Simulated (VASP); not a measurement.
Input and output of a VASP r²SCAN single-point calculation on BN (strained zincblende)

INCAR

```
LCHARG = .FALSE.
LWAVE = .FALSE.
ENCUT = 520
NELM = 120
METAGGA = R2SCAN
EDIFF = 1E-7
ISMEAR = 0
IBRION = -1
NSW = 0
SIGMA = 0.01
ISIF = 2
LREAL = .FALSE.
PREC = Accurate
LASPH = .TRUE.
NBANDS = 11
ALGO = Normal
```

KPOINTS

```
KPOINTS created by Atomic Simulation Environment
0
Gamma
12 12 12
0 0 0
```

KPOINTS_OPT

```
special points
7
Reciprocal
0.0000000000 0.0000000000 0.0000000000 1
-0.5000000000 -0.5000000000 0.0000000000 1
-0.3750000000 -0.3750000000 0.2500000000 1
-0.3750000000 0.0000000000 0.3750000000 1
0.0000000000 0.0000000000 0.5000000000 1
-0.5000000000 -0.2500000000 0.2500000000 1
0.0000000000 0.5000000000 0.5000000000 1
```

POSCAR

```
B  N
 1.0000000000000000
     0.0000000000000000    1.8048254497000000    1.8499460859000001
     1.8048254497000000    0.0000000000000000    1.8499460859000001
     1.8048254497000000    1.8048254497000000    0.0000000000000000
 B   N
   1   1
Cartesian
  0.0000000000000000  0.0000000000000000  0.0000000000000000
  0.9024127248500000  0.9024127248500000  0.9249730429500000
```

VASP ran with the recommended PBE PAW datasets (8 valence electrons in the cell).

Command

```
mpirun -np 1 vasp_std
```

OSZICAR

```
N       E                     dE             d eps       ncg     rms          rms(c)
DAV:   1     0.744807432804E+01    0.74481E+01   -0.51372E+03  3698   0.742E+02
DAV:   2    -0.218236637956E+02   -0.29272E+02   -0.28415E+02  4351   0.168E+02
DAV:   3    -0.223814660333E+02   -0.55780E+00   -0.55710E+00  4225   0.200E+01
DAV:   4    -0.223821594890E+02   -0.69346E-03   -0.69345E-03  3862   0.801E-01
DAV:   5    -0.223821601929E+02   -0.70389E-06   -0.70387E-06  4174   0.249E-02    0.650E+00
DAV:   6    -0.191555158170E+02    0.32266E+01   -0.19080E+00  3592   0.791E+00    0.349E+00
DAV:   7    -0.191558479101E+02   -0.33209E-03   -0.24509E-01  3732   0.368E+00    0.183E+00
DAV:   8    -0.191562530131E+02   -0.40510E-03   -0.41995E-02  3829   0.133E+00    0.166E-01
DAV:   9    -0.191558028014E+02    0.45021E-03   -0.63114E-03  4114   0.531E-01    0.988E-02
DAV:  10    -0.191557794008E+02    0.23401E-04   -0.50493E-04  3874   0.168E-01    0.320E-02
DAV:  11    -0.191557819022E+02   -0.25014E-05   -0.45157E-05  4051   0.523E-02    0.806E-03
DAV:  12    -0.191557828283E+02   -0.92606E-06   -0.11387E-06  3958   0.998E-03    0.154E-03
DAV:  13    -0.191557829392E+02   -0.11089E-06   -0.21971E-07  3468   0.305E-03    0.924E-04
DAV:  14    -0.191557829602E+02   -0.21014E-07   -0.13056E-08  1862   0.105E-03
   1 F= -.19155783E+02 E0= -.19155783E+02  d E =-.924751E-22
       N       E                     dE             ncg
DAV:   1     0.149802769119E+04   -0.25179E+04      154
DAV:   2     0.130025791991E+04   -0.19777E+03      186
DAV:   3     0.129695241709E+04   -0.33055E+01      178
DAV:   4     0.129694935449E+04   -0.30626E-02      183
DAV:   5     0.129694935208E+04   -0.24075E-05      172
DAV:   6     0.129694935208E+04   -0.31050E-08      167
```

From OUTCAR

```
k-points           NKPTS =    163   k-points in BZ     NKDIM =    163   number of bands    NBANDS=     11

   NELECT =       8.0000    total number of electrons

   dimension x,y,z NGX =    20 NGY =   20 NGZ =   20
   dimension x,y,z NGXF=    40 NGYF=   40 NGZF=   40

  energy-cutoff  :      520.00
  volume of cell :       12.05
      direct lattice vectors                 reciprocal lattice vectors
     0.000000000  1.804825450  1.849946086    -0.277035101  0.277035101  0.270278147
     1.804825450  0.000000000  1.849946086     0.277035101 -0.277035101  0.270278147
     1.804825450  1.804825450  0.000000000     0.277035101  0.277035101 -0.270278147

 k-points in reciprocal lattice and weights: KPOINTS created by Atomic Simulation Env
   0.00000000  0.00000000  0.00000000       0.001
   0.08333333  0.00000000  0.00000000       0.005
   0.16666667  0.00000000  0.00000000       0.005
   0.25000000  0.00000000  0.00000000       0.005
   0.33333333  0.00000000  0.00000000       0.005
   0.41666667  0.00000000  0.00000000       0.005
   0.50000000  0.00000000  0.00000000       0.002
   0.08333333  0.08333333  0.00000000       0.001
   ...

 E-fermi :   7.1443

 k-point     1 :       0.0000    0.0000    0.0000
  band No.  band energies     occupation
      1     -14.0610      2.00000
      2       6.8263      2.00000
      3       7.0820      2.00000
      4       7.0820      2.00000
      5      16.3704      0.00000
      6      16.3704      0.00000
      7      16.5471      0.00000
      8      17.7076      0.00000
      9      32.7357      0.00000
     10      34.7634      0.00000
     11      35.7133      0.00000

 k-point     2 :       0.0833    0.0000    0.0000
  band No.  band energies     occupation
      1     -13.8888      2.00000
      2       6.0400      2.00000
      3       6.7371      2.00000
      4       6.9098      2.00000
      5      16.5382      0.00000
      6      16.6554      0.00000
      7      16.8376      0.00000
      8      18.3239      0.00000
      9      32.5282      0.00000
     10      32.9037      0.00000
     11      33.8842      0.00000

 k-point     3 :       0.1667    0.0000    0.0000
  band No.  band energies     occupation
      1     -13.3795      2.00000
      2       3.8923      2.00000
      3       6.2538      2.00000
      4       6.4892      2.00000
      5      16.7950      0.00000
      6      17.3313      0.00000
      7      17.4597      0.00000
      8      19.7819      0.00000
      9      31.3520      0.00000
     10      32.1817      0.00000
     11      32.1866      0.00000

 k-point     4 :       0.2500    0.0000    0.0000
  band No.  band energies     occupation
      1     -12.5600      2.00000
      2       1.3609      2.00000
      3       5.7062      2.00000
      4       6.0015      2.00000
      5      17.0171      0.00000
      6      18.0066      0.00000
      7      18.0473      0.00000
      8      21.2597      0.00000
      9      31.0405      0.00000
     10      31.6418      0.00000
     11      31.7210      0.00000

 k-point     5 :       0.3333    0.0000    0.0000
  band No.  band energies     occupation
      1     -11.5017      2.00000
      2      -1.0783      2.00000
      3       5.2368      2.00000
      4       5.5846      2.00000
      5      17.1834      0.00000
      6      18.3468      0.00000
      7      18.3861      0.00000
      8      22.3538      0.00000
      9      31.1961      0.00000
     10      32.3344      0.00000
     11      32.3521      0.00000

 k-point     6 :       0.4167    0.0000    0.0000
  band No.  band energies     occupation
      1     -10.4103      2.00000
      2      -3.0473      2.00000
      3       4.9299      2.00000
      4       5.3130      2.00000
      5      17.2692      0.00000
      6      18.4210      0.00000
      7      18.4870      0.00000
      8      22.9823      0.00000
      9      31.3784      0.00000
     10      33.9011      0.00000
     11      34.0307      0.00000

 k-point     7 :       0.5000    0.0000    0.0000
  band No.  band energies     occupation
      1      -9.8609      2.00000
      2      -3.8964      2.00000
      3       4.8237      2.00000
      4       5.2193      2.00000
      5      17.2908      0.00000
      6      18.4265      0.00000
      7      18.4911      0.00000
      8      23.1820      0.00000
      9      31.5448      0.00000
     10      34.8466      0.00000
     11      34.9161      0.00000

 k-point     8 :       0.0833    0.0833    0.0000
  band No.  band energies     occupation
      1     -13.8395      2.00000
      2       6.1986      2.00000
      3       6.5445      2.00000
      4       6.5445      2.00000
      5      16.1949      0.00000
      6      17.1269      0.00000
      7      17.1269      0.00000
      8      18.3750      0.00000
      9      30.1521      0.00000
     10      33.3147      0.00000
     11      36.4584      0.00000

 k-point     9 :       0.1667    0.0833    0.0000
  band No.  band energies     occupation
      1     -13.4503      2.00000
      2       4.6093      2.00000
      3       6.0020      2.00000
      4       6.2525      2.00000
      5      16.2701      0.00000
      6      17.6202      0.00000
      7      17.9533      0.00000
      8      19.4273      0.00000
      9      28.4967      0.00000
     10      33.4783      0.00000
     11      34.8357      0.00000

 k-point    10 :       0.2500    0.0833    0.0000
  band No.  band energies     occupation
      1     -12.7406      2.00000
      2       2.2606      2.00000
      3       5.4762      2.00000
      4       5.7633      2.00000
      5      16.7817      0.00000
      6      17.8868      0.00000
      7      18.7464      0.00000
      8      20.7307      0.00000
      9      28.1136      0.00000
     10      33.2512      0.00000
     11      33.8387      0.00000

 k-point    11 :       0.3333    0.0833    0.0000
  band No.  band energies     occupation
      1     -11.7612      2.00000
      2      -0.1760      2.00000
      3       5.0922      2.00000
      4       5.1729      2.00000
      5      17.2736      0.00000
      6      18.0239      0.00000
      7      19.1819      0.00000
      8      21.8538      0.00000
      9      28.9105      0.00000
     10      32.9561      0.00000
     11      34.0180      0.00000

 k-point    12 :       0.4167    0.0833    0.0000
  band No.  band energies     occupation
      1     -10.6527      2.00000
      2      -2.3154      2.00000
      3       4.6425      2.00000
      4       4.9099      2.00000
      5      17.6077      0.00000
      6      18.0215      0.00000
      7      19.2150      0.00000
      8      22.8108      0.00000
      9      30.0855      0.00000
     10      33.3367      0.00000
     11      34.9699      0.00000

 k-point    13 :       0.5000    0.0833    0.0000
  band No.  band energies     occupation
      1      -9.8283      2.00000
      2      -3.6326      2.00000
      3       4.2692      2.00000
      4       4.9453      2.00000
      5      17.8467      0.00000
      6      18.0072      0.00000
      7      19.0322      0.00000
      8      23.3281      0.00000
      9      30.7779      0.00000
     10      34.4999      0.00000
     11      35.1032      0.00000

 k-point    14 :      -0.4167    0.0833    0.0000
  band No.  band energies     occupation
      1      -9.9936      2.00000
      2      -3.3792      2.00000
      3       4.1074      2.00000
      4       5.1856      2.00000
      5      17.8749      0.00000
      6      18.2183      0.00000
      7      18.7932      0.00000
      8      23.1882      0.00000
      9      30.9712      0.00000
     10      33.3366      0.00000
     11      34.8398      0.00000

 k-point    15 :      -0.3333    0.0833    0.0000
  band No.  band energies     occupation
      1     -10.9699      2.00000
      2      -1.7402      2.00000
      3       4.1830      2.00000
      4       5.5937      2.00000
      5      17.7347      0.00000
      6      18.4948      0.00000
      7      18.5410      0.00000
      8      22.4754      0.00000
      9      30.9212      0.00000
     10      31.3255      0.00000
     11      34.8017      0.00000

 k-point    16 :      -0.2500    0.0833    0.0000
  band No.  band energies     occupation
      1     -12.0657      2.00000
      2       0.5336      2.00000
      3       4.4978      2.00000
      4       6.1033      2.00000
      5      17.4779      0.00000
      6      18.0146      0.00000
      7      18.6614      0.00000
      8      21.4615      0.00000
      9      30.1801      0.00000
     10      30.8002      0.00000
     11      34.3417      0.00000

 ...

  Total       -0.2131050     -0.2131050     -1.4257057      0.0000000      0.0000000      0.0000000
  in kB      -28.3298847    -28.3298847   -189.5313177      0.0000000      0.0000000      0.0000000
  external PRESSURE =     -82.0636957 kB  Pullay stress =       0.0000000 kB

 POSITION                                       TOTAL-FORCE (eV/Angst)
 -----------------------------------------------------------------------------------
      0.00000      0.00000      0.00000         0.000000      0.000000      0.000000
      0.90241      0.90241      0.92497        -0.000000     -0.000000      0.000000
 -----------------------------------------------------------------------------------
    total drift:                               -0.000000     -0.000000      0.000001

  FREE ENERGIE OF THE ION-ELECTRON SYSTEM (eV)
  ---------------------------------------------------
  free  energy   TOTEN  =       -19.1557829602 eV

  energy  without entropy=      -19.1557829602  energy(sigma->0) =      -19.15578296
```

```json
{
  "gap between bands v and c": "4.73 eV",
  "least direct gap": "9.29 eV",
  "pressure": "-8.2 GPa"
}
```

Band v is the last that the valence electrons fill when counted band by band, and c is the next.

The run took about 69 s on one core of a shared host (Intel Xeon Platinum 8488C) and held 0.15 GiB at most.
